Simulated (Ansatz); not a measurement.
Ir (diamond type), DFT, PBE, PAW with Ansatz's default frozen-core files, scalar-relativistic (Ansatz 0.2.0), on 1 thread of Arm Neoverse V1 (shared host).

Command: `ansatz run input.yaml --threads 1 --pin off --max-ram 2048MiB --backend cpu --events-out ev --progress --plain --runs-dir out`

```yaml
crystal:
  lattice:
    - [0.0, 2.6272165707, 2.6272165707]
    - [2.6272165707, 0.0, 2.6272165707]
    - [2.6272165707, 2.6272165707, 0.0]
  atoms:
    - { symbol: Ir, position: [-0.0875, -0.1375, -0.1375] }
    - { symbol: Ir, position: [0.0875, 0.1375, 0.1375] }
kpoints:
  mp_grid: { grid: [10, 10, 10] }
scf:
  occupations: { method: fermi_dirac, width: 0.05 }
hamiltonian:
  xc: pbe
  pseudopotentials: { kind: paw }
output:
  forces: true
  stress: true
  eigenvalues: true
  efg: { contact_densities: true }
  populations: true
```

(1) How large is the problem that the program sets up?

(2) About how long does it take?

Results:

(1) 116 irreducible k-points, 725 plane waves at Γ, 21 bands.

(2) 6.4 s of wall time for 6 SCF iterations. Times on shared machines scatter by tens of per cent.
